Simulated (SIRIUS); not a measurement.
La:

```xyz
1
Lattice="-2.1238 2.1238 2.1238 2.1238 -2.1238 2.1238 2.1238 2.1238 -2.1238" Properties=species:S:1:pos:R:3 pbc="T T T"
La    0.0000    0.0000    0.0000
```

This isn't the form of La at room conditions, which is double hcp.

```yaml
Program: SIRIUS 7.12.0
Task: single point
Functional: PBE
Potentials_or_basis: all-electron FP-LAPW
Cutoff: 168 eV
Basis: apw+lo standard
k_mesh: 9 × 9 × 9
Occupations: fermi-dirac, width 0.05 eV
Spin: no spin polarisation
```

On this cell: band gap on the k mesh none (metal or under the smearing width).

The same run follows on a disturbed copy (cell strained at random):

```
La
1.0
    -2.10448    2.17934    2.12452
     2.13820   -2.12912    2.10803
     2.08475    2.10940   -2.07430
La
1
Cartesian
  -0.0339 -0.0301 -0.0394
```

Problem. What does the disturbed cell give?

Solution. The energy (extrapolated to zero smearing) moves by -0.3 meV/atom; band gap on the k mesh none (metal or under the smearing width).
